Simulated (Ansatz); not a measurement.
Input and command of a plane-wave DFT calculation in Ansatz:

```yaml
crystal:
  lattice:
    - [3.411024746, 0.0, 0.0]
    - [0.0, 3.411024746, 0.0]
    - [0.0, 0.0, 3.411024746]
  atoms:
    - { symbol: Li, position: [0.5, 0.5, 0.5] }
    - { symbol: Nb, position: [0.0, 0.0, 0.0] }
    - { symbol: O, position: [0.0, 0.5, 0.5] }
    - { symbol: O, position: [0.5, 0.0, 0.5] }
    - { symbol: O, position: [0.5, 0.5, 0.0] }
basis:
  ecutwfc: 500
kpoints:
  mp_grid: { grid: [8, 8, 8] }
hamiltonian:
  xc: r2scan
scf:
  occupations: { method: gaussian, width: 0.1 }
output:
  forces: true
  stress: true
  eigenvalues: true
```

```bash
ansatz run input.yaml --threads 1 --pin off --max-ram 3072MiB --backend cpu --events-out ev --progress --plain --runs-dir out
```

Processor: Intel(R) Xeon(R) Platinum 8488C (Sapphire Rapids), 1 thread, on a host shared with other jobs.

Q: Estimate time, memory and problem size.

A: About 3.3 s on 1 thread of Intel(R) Xeon(R) Platinum 8488C (Sapphire Rapids) (shared host), peak memory 0.46 GiB. It solves 22 bands at 35 k points (the mesh reduced by symmetry) with about 1021 plane waves, in 10 SCF iterations.
